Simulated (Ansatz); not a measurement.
Calculated electric field gradients for SiO2

The cell is a computed structure from the Materials Project (it need not be an observed phase).

```
CELL_PARAMETERS angstrom
-6.47903 6.47903 2.56798
6.47903 -6.47903 2.56798
6.47903 6.47903 -2.56798
ATOMIC_POSITIONS crystal
Si 0.92872 0.92872 0.39962
Si 0.47090 0.07128 0.00000
Si 0.50000 0.65439 0.15439
Si 0.52910 0.52910 0.60038
Si 0.34561 0.50000 0.84561
Si 0.65439 0.50000 0.15439
Si 0.50000 0.34561 0.84561
Si 0.07128 0.47090 0.00000
O 0.25338 0.25338 0.84113
O 0.08797 0.38570 0.85264
O 0.25236 0.25236 0.46782
O 0.41225 0.41225 0.15887
O 0.21546 0.74764 0.00000
O 0.23533 0.53305 0.14736
O 0.53305 0.23533 0.14736
O 0.78454 0.78454 0.53218
O 0.46694 0.61430 0.70228
O 0.91203 0.76467 0.29772
O 0.58775 0.74662 0.00000
O 0.74662 0.58775 0.00000
O 0.74764 0.21546 0.00000
O 0.76467 0.91203 0.29772
O 0.61430 0.46694 0.70228
O 0.38570 0.08797 0.85264
```

Atom numbers follow the list; atoms alike are taken as one site, whose name carries the number of the first.

The numbers come from a DFT calculation in Ansatz (PBE, plane waves and PAW, scalar-relativistic, 420 eV cutoff, Γ-centred 4×4×4 k-points, Fermi–Dirac smearing 0.02 eV).

Conventions: |V_zz| ≥ |V_yy| ≥ |V_xx|, η = (V_xx − V_yy)/V_zz, C_Q = eQV_zz/h. Directions are in the Cartesian axes of the cell vectors above, for the atom listed; none is given where the gradient is under 0.02 or η is above 0.95.

| site | first atom | first shell | V_zz (10²¹ V/m²) | η | direction of V_zz (x, y, z) |
| --- | --- | --- | --- | --- | --- |
| Si1 | 1 | 4 O at 1.61–1.65 Å | -1.04 | 0.47 | 0.52 0.52 0.68 |
| Si3 | 3 | 4 O at 1.64–1.66 Å | -2.56 | 0.62 | 0.00 0.95 0.31 |
| O9 | 9 | 2 Si at 1.66 Å, angle 117° | 8.17 | 0.71 | -0.71 0.71 0.00 |
| O10 | 10 | 2 Si at 1.64–1.65 Å, angle 124° | 8.86 | 0.30 | 0.90 -0.17 -0.39 |
| O11 | 11 | 2 Si at 1.61–1.63 Å, angle 154° | 10.34 | 0.05 | 0.41 0.41 0.81 |

At O9, O10 and O11 V_zz runs parallel to the line that joins its two neighbours (within 3°) in each case.
